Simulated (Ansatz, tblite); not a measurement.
# Na2S with GFN1-xTB from a Python script

These are simulated results from tblite 0.8.0, not measurements. The cell was built from a prototype and was relaxed with r2SCAN in plane waves (Ansatz 0.2.0). Not every such cell is a known phase. All runs are without spin polarisation.

It is cubic, Fm-3m (No. 225); conventional cell a = 6.511 Å, 23.00 Å³ an atom. S is surrounded by 8 Na at 2.82 Å; Na is surrounded by 4 S at 2.82 Å.

tblite solves periodic systems at the zone centre alone, so the script builds a cluster of 2×2×2 conventional cells (96 atoms), which folds in a coarse mesh of k points.

The script, run.py:

```python
import json
from ase import Atoms
from ase.build import make_supercell
from ase.units import Bohr, GPa, Hartree
from tblite.interface import Calculator

atoms = Atoms(['S', 'Na', 'Na'],
              cell=[[-0.0, 3.255432, 3.255432], [3.255432, -0.0, 3.255432], [3.255432, 3.255432, -0.0]],
              scaled_positions=[[-0.0, 0.0, 0.0], [0.25, 0.25, 0.25], [0.75, 0.75, 0.75]],
              pbc=True)
cluster = make_supercell(atoms, [[-2, 2, 2], [2, -2, 2], [2, 2, -2]])
calc = Calculator('GFN1-xTB', cluster.numbers, cluster.positions / Bohr, lattice=cluster.cell[:] / Bohr, periodic=cluster.pbc)
calc.set('temperature', 0.02 / Hartree)
calc.set('max-iter', 150)
res = calc.singlepoint()
levels = res.get('orbital-energies') * Hartree
nv = round(res.get('orbital-occupations').sum() / 2)
cells = len(cluster) // len(atoms)
out = {'energy_per_cell': res.get('energy') * Hartree / cells, 'homo': levels[nv - 1], 'lumo': levels[nv],
       'stress': (-res.get('virial') * Hartree / cluster.get_volume() / GPa).tolist(), 'charges': res.get('charges')[:len(atoms)].tolist(), 'electrons': 2 * nv / cells}
json.dump(out, open('results.json', 'w'))
for key, value in out.items():
    print(key, value)
```

Command: `python run.py`. It took 11 s on 1 thread of Intel(R) Xeon(R) Platinum 8259CL CPU @ 2.50GHz (Skylake/Cascade Lake), on a shared host, peak memory 0.13 GiB.

Output:

```
------------------------------------------------------------
  cycle        total energy    energy error   density error
------------------------------------------------------------
      1     -132.0706149711  -1.3168221E+02   7.6019834E-01
      2     -117.5372459149   1.4533369E+01   5.9251075E-01
      3     -135.5675884226  -1.8030343E+01   4.1518279E-01
      4     -140.3376391503  -4.7700507E+00   8.0554070E-02
      5     -140.7496231042  -4.1198395E-01   2.4557971E-02
      6     -140.7561681967  -6.5450926E-03   1.0746181E-02
      7     -140.7573605308  -1.1923340E-03   4.5413053E-03
      8     -140.7574046529  -4.4122102E-05   4.1881957E-04
      9     -140.7574051965  -5.4356704E-07   1.5461735E-04
     10     -140.7574065870  -1.3905860E-06   2.1236770E-05
     11     -140.7574066039  -1.6881899E-08   1.3007663E-06
------------------------------------------------------------

 total:                                   9.813 sec
energy_per_cell -119.6938789652519
homo -7.225690014908917
lumo -7.225690014908897
stress [[0.4414195511242103, 1.4583672871427714e-05, 1.458367293533945e-05], [1.4583672871389023e-05, 0.4414195511234787, 1.458367282729536e-05], [1.4583672935335243e-05, 1.4583672827284614e-05, 0.4414195511246425]]
charges [-0.7216702519641356, 0.3608726848830289, 0.36083052522201214]
electrons 8.0
```

The cycle table is in hartree for the whole cluster, and the lines after it are in eV (the energy for one cell). The printed stress is in GPa and positive in compression, and the pressure is its mean diagonal.

GFN1-xTB gives no gap at the points read. On the same cell, plane-wave PBE (Ansatz, 8×8×8 k points and the special points) gives a gap of 2.53 eV and r2SCAN a gap of 3.09 eV; on shared hosts these took about 3.3 and 8.2 core-seconds on the 3-atom cell, against 11 for the script. Semilocal gaps usually lie below measured ones. This method closes a gap that PBE finds, a failure in kind.

The same script was run on cells scaled at fixed shape and fractional coordinates:

```json
{"volume (Å³/atom)": "20.24", "energy (meV/atom)": "36.6", "pressure (GPa, positive in compression)": "4.03", "gap (eV)": "0.13"}
{"volume (Å³/atom)": "21.62", "energy (meV/atom)": "11.0", "pressure (GPa, positive in compression)": "2.04", "gap (eV)": "0.00"}
{"volume (Å³/atom)": "23.00", "energy (meV/atom)": "0.0", "pressure (GPa, positive in compression)": "0.44", "gap (eV)": "0.00"}
{"volume (Å³/atom)": "24.38", "energy (meV/atom)": "1.3", "pressure (GPa, positive in compression)": "-0.75", "gap (eV)": "0.00"}
{"volume (Å³/atom)": "25.76", "energy (meV/atom)": "12.2", "pressure (GPa, positive in compression)": "-1.72", "gap (eV)": "0.00"}
```

A Birch-Murnaghan fit puts the minimum at 23.53 Å³/atom, 2.3 % above the given cell, with a bulk modulus of 21.9 GPa at fixed shape.

xTB was fitted mostly to molecules, and a small cluster samples few k points, so gaps, pressures and kinks along a curve can be far from a solid's.
